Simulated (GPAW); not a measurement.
# BeTe (F-43m) in GPAW: settings compared

One crystal, BeTe, is run at these levels: r2SCAN, TB-mBJ; tasks: equation of state, single point.

All numbers are computed with GPAW 26.7.0; they aren't measurements. Logs are shortened: lines on timing, memory, paths and dates and some standing lists are left out, and cuts for length are marked. The log counts tension as positive stress, the text compression.

### Step 1. The crystal as given

The structure is cubic, space group F-43m (No. 216). Conventional cell: a = 5.540 Å, b = 5.540 Å, c = 5.540 Å, α = 90.00°, β = 90.00°, γ = 90.00°. Te (site symmetry -43m) is surrounded by 4 Be at 2.40 Å. Around Be (site symmetry -43m) lie 4 Te at 2.40 Å.

### Step 2. Equation of state, r2SCAN

run.py reads:

```python
from ase import Atoms
from ase.eos import EquationOfState
from ase.io import Trajectory
from ase.units import GPa
from gpaw import GPAW, PW

atoms = Atoms(['Te', 'Be'],
              cell=[[0.0, 2.77, 2.77],
                    [2.77, 0.0, 2.77],
                    [2.77, 2.77, 0.0]],
              scaled_positions=[[0.75, 0.75, 0.75],
                                [0.0, 0.0, 0.0]],
              pbc=True)

traj = Trajectory('eos.traj', 'w')
volumes, energies = [], []
for x in [0.94, 0.96, 0.98, 1.0, 1.02, 1.04, 1.06]:
    a = atoms.copy()
    a.set_cell(atoms.cell * x**(1 / 3), scale_atoms=True)
    calc = GPAW(mode=PW(800),
                xc='MGGA_X_R2SCAN+MGGA_C_R2SCAN',
                kpts={'size': (8, 8, 8), 'gamma': True},
                occupations={'name': 'fermi-dirac', 'width': 0.05},
                nbands=11,
                convergence={'density': 1e-05, 'energy': 1e-05},
                maxiter=150,
                txt=f'eos-{x:.2f}.txt')
    a.calc = calc
    energies.append(a.get_potential_energy(force_consistent=True))
    volumes.append(a.get_volume())
    p = -a.get_stress()[:3].mean() / GPa
    calc.write(f'eos-{x:.2f}.gpw')
    traj.write(a)
    print(f'{x:.2f} {volumes[-1]:10.4f} A^3 {energies[-1]:14.6f} eV {p:9.3f} GPa', flush=True)

v0, e0, B = EquationOfState(volumes, energies, eos='birchmurnaghan').fit()
print(f'V0 = {v0:.4f} A^3, E0 = {e0:.6f} eV, B0 = {B / GPa:.2f} GPa')
```

Potentials or basis: GPAW PAW data sets (gpaw-data 1.2.1), pw.

Launch:

```sh
> OMP_NUM_THREADS=1 python run.py
```

Log:

```text
__  _  _
 | _ |_)|_||  |
 |__||  | ||/\| - 26.7.0

Input parameters:
  mode=PW(ecut=800.0),
  convergence={'density': 1e-05, 'energy': 1e-05},
  kpts=MonkhorstPack(size=(8, 8, 8), gamma=True),
  maxiter=150,
  nbands=11,
  occupations=Occupations(name='fermi-dirac', width=0.05),
  xc=XC(name='MGGA_X_R2SCAN+MGGA_C_R2SCAN')

Diagonalizing LCAO Hamiltonian
Converting LCAO to pw mode

                    Te

       Be

Atoms  # Å, Bohr magnetons
|   | symbol |        x |        y |        z |    initial magnetic moments |
|---|--------|----------|----------|----------|-----------------------------|
| 0 |     Te | 4.070180 | 4.070180 | 4.070180 | ( 0.0000,  0.0000,  0.0000) |
| 1 |     Be | 0.000000 | 0.000000 | 0.000000 | ( 0.0000,  0.0000,  0.0000) |

Unit cell  # Å
| periodic |        x |        y |        z |  lengths |    angles |
|----------|----------|----------|----------|----------|-----------|
|      yes | 0.000000 | 2.713454 | 2.713454 | 3.837403 | 60.000000 |
|      yes | 2.713454 | 0.000000 | 2.713454 | 3.837403 | 60.000000 |
|      yes | 2.713454 | 2.713454 | 0.000000 | 3.837403 | 60.000000 |

Number of symmetries: 24
Symmetry operations  # r_c * U_cc + t_c -> r_c
|    | kind |            matrix            |
|----|------|------------------------------|
|  0 |  E   |  1, 0, 0,  0, 1, 0,  0, 0, 1 |
|  1 |  σ   |  1, 0, 0,  0, 0, 1,  0, 1, 0 |
|  2 |  σ   |  1, 0,-1,  0, 1,-1,  0, 0,-1 |
|  3 |  C3  |  1, 0,-1,  0, 0,-1,  0, 1,-1 |
|  4 |  C3  |  1,-1, 0,  0,-1, 1,  0,-1, 0 |
|  5 |  σ   |  1,-1, 0,  0,-1, 0,  0,-1, 1 |
|  6 |  σ   |  0, 1, 0,  1, 0, 0,  0, 0, 1 |
|  7 |  C3  |  0, 1, 0,  0, 0, 1,  1, 0, 0 |
|  8 |  C2  |  0, 1,-1,  1, 0,-1,  0, 0,-1 |
|  9 |  S4  |  0, 1,-1,  0, 0,-1,  1, 0,-1 |
| 10 |  C3  |  0, 0, 1,  1, 0, 0,  0, 1, 0 |
| 11 |  σ   |  0, 0, 1,  0, 1, 0,  1, 0, 0 |
| 12 |  S4  |  0, 0,-1,  1, 0,-1,  0, 1,-1 |
| 13 |  C3  |  0, 0,-1,  0, 1,-1,  1, 0,-1 |
| 14 |  S4  |  0,-1, 1,  1,-1, 0,  0,-1, 0 |
| 15 |  C2  |  0,-1, 1,  0,-1, 0,  1,-1, 0 |
| 16 |  C3  |  0,-1, 0,  1,-1, 0,  0,-1, 1 |
| 17 |  S4  |  0,-1, 0,  0,-1, 1,  1,-1, 0 |
| 18 |  S4  | -1, 1, 0, -1, 0, 1, -1, 0, 0 |
| 19 |  C3  | -1, 1, 0, -1, 0, 0, -1, 0, 1 |
| 20 |  C3  | -1, 0, 1, -1, 1, 0, -1, 0, 0 |
| 21 |  S4  | -1, 0, 1, -1, 0, 0, -1, 1, 0 |
| 22 |  σ   | -1, 0, 0, -1, 1, 0, -1, 0, 1 |
| 23 |  C2  | -1, 0, 0, -1, 0, 1, -1, 1, 0 |

BZ-sampling:
  Number of BZ points: 512
  Number of IBZ points: 29

  Monkhorst-Pack size: [8, 8, 8]
  Monkhorst-Pack shift: [0.0625, 0.0625, 0.0625]

K-points  # in reciprocal-cell coordinates
|     |                                coordinates |     weight |
|-----|--------------------------------------------|------------|
|   0 | (  0.00000000,   0.00000000,   0.00000000) | 0.00195312 |
|   1 | (  0.12500000,   0.12500000,   0.00000000) | 0.01171875 |
|   2 | (  0.12500000,   0.12500000,   0.12500000) | 0.01562500 |
|   3 | (  0.25000000,   0.12500000,   0.12500000) | 0.02343750 |
|   4 | (  0.25000000,   0.25000000,   0.00000000) | 0.01171875 |
|   5 | (  0.25000000,   0.25000000,   0.12500000) | 0.04687500 |
|   6 | (  0.25000000,   0.25000000,   0.25000000) | 0.01562500 |
|   7 | (  0.37500000,   0.25000000,  -0.37500000) | 0.04687500 |
|   8 | (  0.37500000,   0.25000000,   0.12500000) | 0.04687500 |
|   9 | (  0.37500000,   0.25000000,   0.25000000) | 0.04687500 |
| ... |                                            |            |
|  28 | (  0.50000000,   0.50000000,   0.50000000) | 0.00781250 |

Plane wave coefficients: 2085
Cutoff: 800.0 eV

Spin-components: 1 (collinear spins)
Bands:           11
Projectors:      8
Spin-degeneracy: 2
Datatype:        complex128

Parallelization:
  kpt:    1
  domain: 1
  band:   1

Density:
  Valence electrons: 8.0
  Components: 1
  Grid points: [27 27 27]
  Charge: 0.0  # |e|

Potential:
  Grid points: [27 27 27]

species:
  Te:
    name:    Tellurium
    Z:       52.0
    valence: 6
    core:    46
    charge:  0.0  # [|e|]
    compensation charges:
      type: gauss
      rc: 0.36  # [Å]
      lmax: 2
    cutoffs:
      filter: 2.09  # [Å]
      core: 3.17  # [Å]
    projectors
    | kind |    occ | energy [eV] | rcut [Å] |
    |------|--------|-------------|----------|
    |   5s |  2.000 |     -15.089 |    1.180 |
    |   5p |  4.000 |      -5.955 |    1.196 |
    |    s |        |      12.123 |    1.180 |
    |    p |        |      21.256 |    1.196 |
    |    d |        |       0.000 |    1.238 |

    Using partial waves for Te as LCAO basis

  Be:
    name:    Beryllium
    Z:       4.0
    valence: 2
    core:    2
    charge:  0.0  # [|e|]
    compensation charges:
      type: gauss
      rc: 0.25  # [Å]
      lmax: 2
    cutoffs:
      filter: 1.42  # [Å]
      core: 1.77  # [Å]
    projectors
    | kind |    occ | energy [eV] | rcut [Å] |
    |------|--------|-------------|----------|
    |   2s |  2.000 |      -5.610 |    0.794 |
    |   2p |  0.000 |      -2.018 |    0.794 |
    |    s |        |      21.602 |    0.794 |

    Using partial waves for Be as LCAO basis

Reference energy: -185188.868407  # eV

eigensolver:
  PPCG
  Converge bands: occupied
  niter=2

density mixing:
  MSR1-Mixer
  Pratt-step length: 0.05
  Maximum mixing coefficient: 0.75
  Old densities: 10
  SVD Regularization: 0.005
  Good broyden scale: 1.0
  Trust region scale: 1.0
  Backstep threshold: 4.0
  History deletion threshold: 6.0
  Fourier metric: weight=20.0, sigma=0.015

occupation numbers:
  Fermi-Dirac:
    width: 0.0500  # eV

poisson solver:
  ecut: 6400.0  # eV

xc functional:
  name: MGGA_X_R2SCAN+MGGA_C_R2SCAN with 2 nearest neighbor stencil

convergence criteria:
[... 6 lines left out ...]
|iter     | |      energy | eigst |  dens |
|---------|-|-------------|-------|-------|
|iter:   1| |  -24.513753 | -0.07 |       |
|iter:   2| |  -23.472716 | -1.61 | -0.92 |
|iter:   3| |  -23.424188 | -1.91 | -0.93 |
|iter:   4| |  -23.425604 | -2.45 | -1.40 |
|iter:   5| |  -23.427312 | -3.93 | -1.88 |
|iter:   6| |  -23.427496 | -4.90 | -2.42 |
|iter:   7| |  -23.427515 | -6.04 | -3.19 |
|iter:   8| |  -23.427515c| -7.37 | -3.90 |
|iter:   9| |  -23.427515c| -7.55c| -4.81 |
|iter:  10| |  -23.427515c| -8.25c| -5.26c|

Converged in 10 steps
Energy contributions relative to reference atoms: (reference = -185188.868407)

Energy contributions:
  Kinetic:          18.863373
  Coulomb:         -15.734572
  Zero:             -0.086621
  External:          0.000000
  Xc:              -26.469695
  Entropy:          -0.000000
  Spinorbit:         0.000000
  ----------------------------
  Free energy:     -23.427515
  Extrapolated:    -23.427515

dipole moment: (-0.241940, -0.241940, -0.241940)  # |e|*Ang

Fermi level: 7.077
Eigenvalues  # (at kpt = [0.000, 0.000, 0.000])
| band index |      eig [eV] | occ [0-2] |
|------------|---------------|-----------|
|          0 |        -7.447 |     2.000 |
|          1 |         6.167 |     2.000 |
|          2 |         6.167 |     2.000 |
|          3 |         6.167 |     2.000 |
|          4 |        10.055 |     0.000 |
|          5 |        10.055 |     0.000 |
|          6 |        10.055 |     0.000 |
|          7 |        11.589 |     0.000 |
|          8 |        15.423 |     0.000 |
|          9 |        17.363 |     0.000 |
|         10 |        17.394 |     0.000 |

Gap: 2.039 eV
Transition (v -> c):
  (s=0, k=0, n=3, [0.00, 0.00, 0.00]) -> (s=0, k=24, n=4, [0.50, 0.50, 0.00])
Direct/indirect transitions are different
Direct gap: 3.888 eV
Transition at: (s=0, k=0, n=3, [0.00, 0.00, 0.00])

Stress tensor  # eV/Ang^3
|         x |         y |         z |
|-----------|-----------|-----------|
| -0.060318 | -0.000000 |  0.000000 |
| -0.000000 | -0.060318 | -0.000000 |
|  0.000000 | -0.000000 | -0.060318 |

# Writing to eos-0.94.gpw (mode='')
```

Wall time 4.6 min (1 thread of Arm Neoverse V2, shared host); peak memory 0.52 GiB.

What came out:

| Quantity | Value |
| --- | --- |
| Equilibrium volume | 22.65 Å³/atom (rough: see the caveat) |
| Bulk modulus | 60 GPa (rough) |

Energy against volume, from the lowest point:
```tsv
volume (Å³/atom)	energy (meV/atom)
19.979	72.69
20.404	49.66
20.829	31.55
21.254	17.91
21.679	8.35
22.104	2.49
22.529	0.00
```

Caveat: the minimum lies outside the volumes run; the PAW data sets were made with another functional, which shifts forces and pressure a little. Spin-orbit coupling is left out, which matters for the levels of Te.

### Step 3. Single point, TB-mBJ

run.py reads:

```python
from ase import Atoms
from ase.dft.bandgap import bandgap
from ase.io import write
from gpaw import GPAW, PW

atoms = Atoms(['Te', 'Be'],
              cell=[[0.0, 2.77, 2.77],
                    [2.77, 0.0, 2.77],
                    [2.77, 2.77, 0.0]],
              scaled_positions=[[0.75, 0.75, 0.75],
                                [0.0, 0.0, 0.0]],
              pbc=True)

calc = GPAW(mode=PW(800),
            xc='TB09',
            kpts={'size': (8, 8, 8), 'gamma': True},
            occupations={'name': 'fermi-dirac', 'width': 0.05},
            nbands=11,
            convergence={'density': 1e-05, 'energy': 1e-05},
            eigensolver='cg',
            maxiter=150,
            txt='gpaw.txt')
atoms.calc = calc
energy = atoms.get_potential_energy()
calc.write('gs.gpw')
write('result.traj', atoms)
print('Fermi level:', round(calc.get_fermi_level(), 4), 'eV')
print(f'Gap: {bandgap(calc)[0]:.4f} eV, direct: {bandgap(calc, direct=True)[0]:.4f} eV')
```

Potentials or basis: GPAW PAW data sets for LDA (gpaw-data 1.2.1), pw.

Launch:

```sh
> OMP_NUM_THREADS=1 python run.py
```

gpaw.txt:

```text
___ ___ ___ _ _ _
 |   |   |_  | | | |
 | | | | | . | | | |
 |__ |  _|___|_____|  26.7.0
 |___|_|

Input parameters:
  convergence: {density: 1e-05,
                energy: 1e-05}
  eigensolver: cg
  kpts: {gamma: True,
         size: (8, 8, 8)}
  maxiter: 150
  mode: {ecut: 800.0,
         name: pw}
  nbands: 11
  occupations: {name: fermi-dirac,
                width: 0.05}
  xc: TB09

System changes: positions, numbers, cell, pbc, initial_charges, initial_magmoms

Initialize ...

species:
  Te:
    name:    Tellurium
    Z:       52.0
    valence: 6
    core:    46
    charge:  0.0  # [|e|]
    compensation charges:
      type: gauss
      rc: 0.36  # [Å]
      lmax: 2
    cutoffs:
      filter: 2.09  # [Å]
      core: 3.17  # [Å]
    projectors
    | kind |    occ | energy [eV] | rcut [Å] |
    |------|--------|-------------|----------|
    |   5s |  2.000 |     -15.337 |    1.180 |
    |   5p |  4.000 |      -6.113 |    1.196 |
    |    s |        |      11.875 |    1.180 |
    |    p |        |      21.098 |    1.196 |
    |    d |        |       0.000 |    1.238 |

    Using partial waves for Te as LCAO basis

  Be:
    name:    Beryllium
    Z:       4.0
    valence: 2
    core:    2
    charge:  0.0  # [|e|]
    compensation charges:
      type: gauss
      rc: 0.25  # [Å]
      lmax: 2
    cutoffs:
      filter: 1.42  # [Å]
[... 93 lines left out ...]
Number of atomic orbitals: 8
Number of bands in calculation: 11
Number of valence electrons: 8
Bands to converge: occupied

... initialized

Initializing position-dependent things.

Density initialized from atomic densities
Creating initial wave functions:
  8 bands from LCAO basis set
  3 bands from random numbers

                    Te

       Be

Atomic positions and initial magnetic moments

Positions:
   0 Te     4.155000    4.155000    4.155000    ( 0.0000,  0.0000,  0.0000)
   1 Be     0.000000    0.000000    0.000000    ( 0.0000,  0.0000,  0.0000)

Unit cell:
           periodic     x           y           z      points  spacing
  1. axis:    yes    0.000000    2.770000    2.770000    27     0.1185
  2. axis:    yes    2.770000    0.000000    2.770000    27     0.1185
  3. axis:    yes    2.770000    2.770000    0.000000    27     0.1185

  Lengths:   3.917372   3.917372   3.917372
  Angles:   60.000000  60.000000  60.000000

Effective grid spacing dv^(1/3) = 0.1293

iter:   1  4688.547858
iter:   2  4687.801789   +0.88  -0.94
iter:   3  4688.481701   +0.13  -0.89
iter:   4  4689.267036   -0.89  -0.96
iter:   5  4690.266144   -1.30  -1.07
iter:   6  4691.609365   -1.15  -1.23
iter:   7  4692.902897   -1.05  -1.47
iter:   8  4692.404009   -1.44  -1.34
iter:   9  4692.051463   -2.00  -1.58
iter:  10  4691.424144   -2.13  -1.64
iter:  11  4691.469050   -2.58  -1.91
iter:  12  4691.055662   -2.49  -1.90
iter:  13  4691.128591   -2.76  -2.36
iter:  14  4691.038618   -3.25  -2.37
iter:  15  4691.018819   -3.54  -2.93
iter:  16  4691.018383   -4.14  -3.12
iter:  17  4691.005851   -4.78  -3.22
iter:  18  4691.012573   -5.20  -3.42
iter:  19  4691.007849   -5.63  -3.41
iter:  20  4691.006270   -6.00  -3.72
iter:  21  4691.004955   -6.25  -3.74
iter:  22  4691.005101   -6.43  -4.08
iter:  23  4691.004613   -6.74  -4.13
iter:  24  4691.004656   -7.67c -4.82
iter:  25  4691.004676c  -8.26c -4.86
iter:  26  4691.004586   -8.47c -5.37c
iter:  27  4691.004557   -8.61c -5.88c
iter:  28  4691.004528c  -8.87c -6.16c

Converged after 28 iterations.

Dipole moment: (5.195749, 5.195749, 5.195749) |e|*Ang

Energy contributions relative to reference atoms: (reference = -185030.684589)

Kinetic:         +4.502392
Potential:       -1.901089
External:        +0.000000
XC:            +4688.930491
Entropy (-ST):   -0.000000
Local:           -0.527266
SIC:             +0.000000
--------------------------
Free energy:   +4691.004528
Extrapolated:  +4691.004528

Showing only first 2 kpts
 Kpt  Band  Eigenvalues  Occupancy
  0     2      5.30666    2.00000
  0     3      5.30666    2.00000
  0     4      9.43114    0.00000
  0     5      9.43114    0.00000

  1     2      4.65180    2.00000
  1     3      4.65180    2.00000
  1     4      9.04421    0.00000
  1     5     10.42637    0.00000

Fermi level: 6.38054

Gap: 2.516 eV
Transition (v -> c):
  (s=0, k=0, n=3, [0.00, 0.00, 0.00]) -> (s=0, k=24, n=4, [0.50, 0.50, 0.00])
Direct/indirect transitions are different
Direct gap: 4.124 eV
Transition at: (s=0, k=0, n=3, [0.00, 0.00, 0.00])
Writing to gs.gpw (mode='')
```

stdout:

```text
Fermi level: 6.3805 eV
Gap: 2.5165 eV, direct: 4.1245 eV
```

Run time: 33 s. Hardware: 1 thread of Arm Neoverse V2, shared host; peak memory 0.22 GiB.

Results:

| Item | Value |
| --- | --- |
| Band gap on the k mesh | 2.52 eV, indirect (least direct gap 4.12 eV) |

Caveat: a model potential gives levels but no total energy; the PAW data sets were made with another functional, which shifts forces and pressure a little; spin-orbit coupling is left out, which moves the levels of the heavy elements.
